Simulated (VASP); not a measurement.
Input of a VASP 6.6.1 run:

The input POSCAR:

```
TlH3
1.0
    3.7163190000      0.0000000000      0.0000000000
    0.0000000000      3.7163190000      0.0000000000
    0.0000000000      0.0000000000      3.7163190000
Tl H
1 3
Direct
    0.0000000000      0.0000000000      0.0000000000
    0.0000000000      0.5000000000      0.5000000000
    0.5000000000      0.0000000000      0.5000000000
    0.5000000000      0.5000000000      0.0000000000
```

Contents of INCAR.step1:

```
  PREC = Accurate
  ENCUT = 520
  EDIFF = 1E-5
  ISMEAR = 0
  SIGMA = 0.0217
  LREAL = False
  LASPH = True
  NELM = 80
  ALGO = Normal
  ISIF = 2
  LWAVE = True
  LCHARG = False
  GGA = PE
  NBANDS = 16
```

File INCAR.step2:

```
  PREC = Accurate
  ENCUT = 520
  EDIFF = 1E-6
  ISMEAR = 0
  SIGMA = 0.0217
  LREAL = False
  LASPH = True
  NELM = 80
  ALGO = Normal
  ISIF = 2
  LWAVE = False
  LCHARG = False
  GGA = PE
  LHFCALC = True
  HFSCREEN = 0.2079
  PRECFOCK = Normal
  ISTART = 1
  NBANDS = 16
```

The input KPOINTS:

```
Automatic mesh
0
Gamma
  3 3 3
```

Potentials or basis: VASP PAW PBE potentials, release 64 (Tl_d, H).

Command:

```console
$ cat potpaw_PBE.64/Tl_d/POTCAR potpaw_PBE.64/H/POTCAR > POTCAR
$ cp INCAR.step1 INCAR
$ mpirun -np 1 vasp_std > vasp.out
$ cp INCAR.step2 INCAR
$ mpirun -np 1 vasp_std > vasp.out
```

Question: Predict the pressure.

Answer: -9.3 GPa.

Question: What does it give for the band gap on the k mesh?

Answer: None (metal or under the smearing width).

Caveat: the k mesh is coarse (spacing up to 0.56 Å⁻¹), so the values aren't converged, least of all with exact exchange; the PAW data sets were made with another functional, which shifts forces and pressure a little. The run has no spin-orbit coupling, so splittings on Tl are missing.
